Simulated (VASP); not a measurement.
Here is a VASP 6.6.1 calculation.

File INCAR:

```
ALGO     = Normal         # electronic algorithm
EDIFF    = 1E-7           # SCF threshold, eV
ENCUT    = 520            # plane-wave cutoff, eV
GGA      = PE             # functional
ISIF     = 2              # what is computed and relaxed
ISMEAR   = 1              # smearing method
LASPH    = True           # aspherical terms in the spheres
LCHARG   = False          # write CHGCAR
LREAL    = Auto         
LWAVE    = False          # write WAVECAR
NBANDS   = 36             # bands
NELM     = 80             # most SCF steps
PREC     = Accurate       # precision mode
SIGMA    = 0.1            # smearing width, eV
```

File KPOINTS:

```
k-points
0
Gamma
  2 2 2
```

Contents of POSCAR:

```
Li
1.0
    6.8672126126      0.0000000000      0.0000000000
    0.0000000000      6.8672126126      0.0000000000
    0.0000000000      0.0000000000      6.8672126126
Li
15
Direct
    0.0000000000      0.0000000000      0.4999999554
    0.0000000000      0.4999999554      0.0000000000
    0.0000000000      0.4999999554      0.4999999554
    0.4999999554      0.0000000000      0.0000000000
    0.4999999554      0.0000000000      0.4999999554
    0.4999999554      0.4999999554      0.0000000000
    0.4999999554      0.4999999554      0.4999999554
    0.2401345485      0.2401345485      0.2401345485
    0.2401345485      0.2401345485      0.7598655079
    0.2401345485      0.7598655079      0.2401345485
    0.2401345485      0.7598655079      0.7598655079
    0.7598655079      0.2401345485      0.2401345485
    0.7598655079      0.2401345485      0.7598655079
    0.7598655079      0.7598655079      0.2401345485
    0.7598655079      0.7598655079      0.7598655079
```

Potentials or basis: VASP PAW PBE potentials, release 64 (Li_sv).

The run is started by

```sh
$ cat potpaw_PBE.64/Li_sv/POTCAR > POTCAR
$ mpirun -np 1 vasp_std > vasp.out
```

Question: What does it give for the largest force?

Answer: 0.004 eV/Å.

Question: Estimate the band gap on the k mesh.

Answer: None (metal or under the smearing width).

Forces in eV/Å, atoms in the order of the input:
```
Li   0.000  0.000  0.000
Li   0.000  0.000  0.000
Li   0.000  0.000  0.000
Li   0.000  0.000  0.000
Li   0.000  0.000  0.000
Li   0.000  0.000  0.000
Li   0.000  0.000  0.000
Li  -0.002 -0.002 -0.002
Li  -0.002 -0.002  0.002
Li  -0.002  0.002 -0.002
Li  -0.002  0.002  0.002
Li   0.002 -0.002 -0.002
Li   0.002 -0.002  0.002
Li   0.002  0.002 -0.002
Li   0.002  0.002  0.002
```

Caveat: the k mesh is coarse (spacing up to 0.46 Å⁻¹), so the values aren't converged.
